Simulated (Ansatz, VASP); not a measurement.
AlN: VASP beside Ansatz

File INCAR:

```
SYSTEM = AlN
PREC = Accurate ; ENCUT = 600
EDIFF = 1E-6 ; ISMEAR = 0
SIGMA = 0.1 ; LREAL = .FALSE.
LASPH = .TRUE. ; NELM = 80
ALGO = Fast ; ISIF = 3
LWAVE = .FALSE. ; LCHARG = .FALSE.
GGA = PE ; IBRION = 2
NSW = 100 ; EDIFFG = -0.01
```

KPOINTS

```
regular mesh
0
G
  10 10 10
  0 0 0
```

POSCAR

```
AlN
1.0
    3.9771853000      0.0000000000      0.0000000000
    0.0000000000      3.9771853000      0.0000000000
    0.0000000000      0.0000000000      3.9771853000
Al N
3 3
Direct
    0.5000000000      0.5000000000      0.0000000000
    0.5000000000      0.0000000000      0.5000000000
    0.0000000000      0.5000000000      0.5000000000
    0.0000000000      0.0000000000      0.5000000000
    0.0000000000      0.5000000000      0.0000000000
    0.5000000000      0.0000000000      0.0000000000
```

Input for Ansatz:

```yaml
crystal:
  lattice:
    - [3.9771853, 0.0, 0.0]
    - [0.0, 3.9771853, 0.0]
    - [0.0, 0.0, 3.9771853]
  atoms:
    - { symbol: Al, position: [0.5, 0.5, 0.0] }
    - { symbol: Al, position: [0.5, 0.0, 0.5] }
    - { symbol: Al, position: [0.0, 0.5, 0.5] }
    - { symbol: "N", position: [0.0, 0.0, 0.5] }
    - { symbol: "N", position: [0.0, 0.5, 0.0] }
    - { symbol: "N", position: [0.5, 0.0, 0.0] }
basis:
  ecutwfc: 420
kpoints:
  mp_grid: { grid: [10, 10, 10] }
hamiltonian:
  xc: pbe
scf:
  occupations: { method: gaussian, width: 0.1 }
output:
  forces: true
  stress: true
  eigenvalues: true
relax:
  adjacent_minimum: "off"
  f_tol: 0.01
  max_steps: 80
  cell: { stress_tol: 0.05 }
```

Change from the starting cell: species swapped into the TcN type (Pm-3m, No. 221).

Alike in both runs: task relaxation of cell and atoms; functional PBE; k mesh 10 × 10 × 10; occupations gaussian, width 0.1 eV; no spin polarisation.

|  | VASP | Ansatz |
| --- | --- | --- |
| version | VASP 6.6.1 | Ansatz 0.2.0 |
| potentials or method | VASP PAW PBE potentials, release 64 (Al, N) | scalar-relativistic, plane waves, PAW |
| plane-wave cutoff (eV) | 600 | 420 |
| valence electrons in the cell | 24 | 24 |

```csv
,VASP,Ansatz,Ansatz less VASP
"gap on the k mesh at the Fermi level, each at its own relaxed structure (eV)",none,none,-
relaxed volume (Å³/atom),10.23,10.25,+0.020
relaxed cell length with the largest relative difference (Å),3.944,3.947,+0.0025
energy change over the relaxation (meV/atom),-4,-3,+0.5
```

A gap of «none» marks a metal or a gap that the smearing closes.
